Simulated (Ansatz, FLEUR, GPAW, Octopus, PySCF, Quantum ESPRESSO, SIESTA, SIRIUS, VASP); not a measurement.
# PbSe: 10 runs at one level of theory

```
Pb Se
1.0
     0.00000    3.06065    3.06065
     3.06065    0.00000    3.06065
     3.06065    3.06065    0.00000
Pb Se
1 1
Cartesian
  0.0000 0.0000 0.0000
  3.0606 3.0606 3.0606
```

Alike in all runs: functional PBEsol; k mesh 8 × 8 × 8; occupations fermi-dirac, width 0.05 eV; no spin polarisation; no spin-orbit coupling. Pressure is positive in compression and, in plane waves, holds the error of the finite cutoff, which Ansatz's Pulay term estimates and takes out.

```csv
program and potentials,plane-wave cutoff (eV),notes,band gap (eV),pressure (GPa)
"Ansatz, Ansatz PAW",420,"potentials made for PBE, which Ansatz adapts in part; 15 valence electrons an atom on average",0.20,-0.51
"FLEUR, all-electron, FLAPW",-,-,0.20,-
"SIESTA, files PseudoDojo sr-pbesol-0.4.1-standard, DZP (energy shift 0.003 Ry; two zetas on semicore shells)",-,atomic basis; 15 valence electrons an atom on average,0.29,0.90
"GPAW, PAW data sets generated for this functional",600,10 valence electrons an atom on average,0.16,-0.72
"Quantum ESPRESSO, GBRV 1.5 PBEsol",612,10 valence electrons an atom on average,0.21,-0.66
"SIRIUS, PseudoDojo 0.4.1 PBEsol standard (scalar relativistic)",1177,15 valence electrons an atom on average,0.21,-0.49
"Ansatz, all-electron LAPW, scalar-relativistic",-,-,0.20,-0.50
"Octopus, pseudodojo_pbesol (PseudoDojo 0.4, PBEsol)",-,15 valence electrons an atom on average,0.21,-
"PySCF, DZVP-MOLOPT-SR/GTH-PBE (potentials made for PBE)",-,atomic basis; potentials made for PBE; 5 valence electrons an atom on average,0.21,-
"VASP, PBE PAW files Pb_d, Se, 520 eV",520,potentials made for PBE; 10 valence electrons an atom on average,0.20,-0.51
```

The band gap spans 0.16 (GPAW, PAW data sets generated for this functional) to 0.29 eV (SIESTA, files PseudoDojo sr-pbesol-0.4.1-standard, DZP (energy shift 0.003 Ry; two zetas on semicore shells)), with all-electron results at 0.20. The pressure spans -0.72 (GPAW, PAW data sets generated for this functional) to 0.90 GPa (SIESTA, files PseudoDojo sr-pbesol-0.4.1-standard, DZP (energy shift 0.003 Ry; two zetas on semicore shells)), with all-electron results at -0.50. Spin-orbit coupling, left out here, moves the band edges of heavy atoms. Rows in atomic bases carry the error of their basis and grid, which can be large.

The functional is the same throughout but for its coding, so the spread measures potentials, basis and numerics; runs on potential files found faulty are left out.
